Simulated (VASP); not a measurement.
Set up this calculation in VASP 6.6.1, as the native input.

```
Task                   : relaxation of cell and atoms
Functional             : r2SCAN
Potentials or basis    : VASP PAW PBE potentials, release 64 (Al, Pt)
Cutoff                 : 600 eV
k mesh                 : 12 × 12 × 12
Occupations            : methfessel-paxton, width 0.1 eV
Spin                   : no spin polarisation
Further INCAR settings : ALGO = Normal; EDIFF = 1e-07; IBRION = 2; EDIFFG = -0.005; NSW = 90; ISIF = 3
```

The structure of Al2Pt lies in POSCAR:

```
Al2Pt                                   
1.0
    0.0000000000      2.9501108175      2.9501108175
    2.9501108175      0.0000000000      2.9501108175
    2.9501108175      2.9501108175      0.0000000000
  Al              Pt            
     2     1
Direct
     0.2500000000000000    0.2500000000000000    0.2500000000000000
     0.7500000000000000    0.7500000000000000    0.7500000000000000
     0.0000000000000000    0.0000000000000000    0.0000000000000000
```

One way to write it, as run:

INCAR

```
SYSTEM = Al2Pt
PREC     = Accurate       ! precision mode
ENCUT    = 600            ! plane-wave cutoff, eV
EDIFF    = 1E-7           ! SCF threshold, eV
ISMEAR   = 1              ! smearing method
SIGMA    = 0.1            ! smearing width, eV
LREAL    = .False.        ! projectors in reciprocal space
LASPH    = .True.         ! aspherical terms in the spheres
NELM     = 80             ! most SCF steps
ALGO     = Normal         ! electronic algorithm
ISIF     = 3              ! what is computed and relaxed
LWAVE    = .False.        ! write WAVECAR
LCHARG   = .False.        ! write CHGCAR
METAGGA  = R2SCAN         ! meta-GGA
LMIXTAU  = .True.       
IBRION   = 2              ! ionic algorithm
NSW      = 90             ! ionic steps
EDIFFG   = -0.005         ! ionic threshold
```

KPOINTS

```
Automatic mesh
0
Gamma
  12 12 12
  0 0 0
```

Potentials or basis: VASP PAW PBE potentials, release 64 (Al, Pt).

The run is started by

```sh
$ cat potpaw_PBE.64/Al/POTCAR potpaw_PBE.64/Pt/POTCAR > POTCAR
$ mpirun -np 1 vasp_std > vasp.out
```

It gave:

```yaml
Relaxed_volume: 17.12 Å³/atom
Relaxed_cell: a = 4.173 Å, b = 4.173 Å, c = 4.173 Å, α = 60.00°, β = 60.00°, γ = 60.00°
Space_group_after_relaxing_to_0.05_Å: Fm-3m (No. 225)
Energy_gained_by_relaxing: 0.0 meV/atom
Ionic_steps: 3
Pressure_after_relaxing: 0.0 GPa
Band_gap_on_the_k_mesh: none (metal or under the smearing width)
```

Caveat: the PAW data sets were made with another functional, which shifts forces and pressure a little.

It took 3.3 min on 1 thread of Intel(R) Xeon(R) 6975P-C (Granite Rapids), with other jobs on the host, peak memory 0.26 GiB.
